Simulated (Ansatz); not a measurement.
# Pt: the cost of one run

Computed with Ansatz 0.2.0 (DFT PBE, scalar-relativistic, plane waves, PAW, unless a step's input says otherwise).

## (1) The starting structure

Symmetry: Fm-3m, No. 225, cubic system. Conventional cell: a = 3.970 Å, b = 3.970 Å, c = 3.970 Å, α = 90.00°, β = 90.00°, γ = 90.00°. Pt (site symmetry m-3m) has 12 Pt at 2.81 Å as nearest neighbours.

Coordinates:

```
CELL_PARAMETERS angstrom
0.00000 1.98506 1.98506
1.98506 0.00000 1.98506
1.98506 1.98506 0.00000
ATOMIC_POSITIONS crystal
Pt 0.00000 0.00000 0.00000
```

This cell was relaxed beforehand with the same method: volume 15.64 Å³/atom, gap on the mesh none (metal).

Bulk energy on matching settings, from an earlier run: -12523.0147 eV/atom.

## (2) The (111) slab

Planes are indexed in the bulk's conventional cell (Fm-3m (No. 225)), a = 3.970 Å, b = 3.970 Å, c = 3.970 Å, α = 90.00°, β = 90.00°, γ = 90.00°.

The slab is a (111) slab, 11.5 Å thick as cut, with 15 Å of vacuum; its outer planes are Pt (top) and Pt (bottom).

The slab as cut. Layers, bottom to top:

```
plane  atoms per cell  height over the lowest (Å)
    1              Pt                        0.00
    2              Pt                        2.29
    3              Pt                        4.58
    4              Pt                        6.88
    5              Pt                        9.17
    6              Pt                       11.46
```

## (3) The slab as cut, atoms at the bulk's places

The cell repeats along c, and a dipole correction in the vacuum removes the field between the copies.

The input, input.yaml:

```yaml
crystal:
  lattice:
    - [2.8072945026, 0.0, 0.0]
    - [-1.4036472513, 2.4311883552, 0.0]
    - [0.0, 0.0, 26.4607318152]
  atoms:
    - { symbol: Pt, position: [0.6666666667, 0.3333333333, 0.2834388728] }
    - { symbol: Pt, position: [0.3333333333, 0.6666666667, 0.3700633237] }
    - { symbol: Pt, position: [0.0, 0.0, 0.4566877746] }
    - { symbol: Pt, position: [0.6666666667, 0.3333333333, 0.5433122254] }
    - { symbol: Pt, position: [0.3333333333, 0.6666666667, 0.6299366763] }
    - { symbol: Pt, position: [0.0, 0.0, 0.7165611272] }
basis:
  ecutwfc: 420
kpoints:
  mp_grid: { grid: [12, 12, 1] }
hamiltonian:
  xc: pbe
scf:
  occupations: { method: gaussian, width: 0.1 }
output:
  forces: true
  stress: true
  eigenvalues: true
  write_density: true
  write_potential: true
  elf: true
  volumetric_format: npy
efield:
  axis: 3
  dipole_correction: true
```

Started as:

```
> ansatz run input.yaml --threads 1 --pin off --max-ram 2560MiB --backend cpu --events-out ev --progress --plain --runs-dir out
```

What time and memory should one allow on 1 thread of Intel Xeon Platinum 8488C (Sapphire Rapids), shared host?

About 22 s, with a peak of 0.51 GiB.
